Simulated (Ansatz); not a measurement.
## GeSe, a database entry at a rescaled volume

```
Se Ge
1.0
    10.78541    0.00000    0.00000
     0.00000    3.81865    0.00000
     0.00000    0.00000    4.37609
Se Ge
4 4
Direct
  0.14650 0.75000 0.49760
  0.35350 0.25000 0.99760
  0.64650 0.75000 0.00240
  0.85350 0.25000 0.50240
  0.37899 0.75000 0.61130
  0.12101 0.25000 0.11130
  0.87899 0.75000 0.88870
  0.62101 0.25000 0.38870
```

Method: r2SCAN, no spin polarisation; PAW, plane waves to 500 eV, 3×7×6 Γ-centred mesh, gaussian occupations (width 0.0604 eV) (Ansatz 0.2.0), atoms fixed.

**Question.** Metal or insulator? Give the gap.

**Answer.** The gap is 0.84 eV, indirect (the least direct gap found is 0.98 eV).

**Question.** Describe some of the short contacts.

**Answer.** Se–Ge at 2.56 Å: least valence density 0.43 e/Å³ and ELF 0.58 there. Both are smooth PAW fields, read partly inside the augmentation spheres.

**Question.** What does the stress say?

**Answer.** The pressure is 2.1 GPa (compression positive), so with the atoms held at these fractions the cell would first expand.

**Question.** Where is the largest force?

**Answer.** The largest is on Ge5 (and as large on other atoms): 0.09 eV/Å, components (-0.06, 0.00, 0.06). It makes 55° with the line to a nearest neighbour, Se1 at 2.56 Å.

**Question.** Which orbitals make up the band edges?

**Answer.** Within 0.7 eV of the edges, the states project mainly on Se p (61 %), Ge s (20 %) and Ge p (16 %) below the gap and on Ge p (61 %) and Se p (17 %) above it.

**Question.** Is it stable against the elements?

**Answer.** -0.18 eV an atom against the elements' usual phases (free molecules for gases, crystals otherwise, with no correction for O₂ or N₂), so it is bound against them; other compounds may still compete. Relaxing would lower it.

**Question.** How is the charge shared?

**Answer.** Bader charges in e: Ge +0.69, Se -0.69. In the mean Ge gives up most and Se takes most.

Origin: a database entry at a rescaled volume.
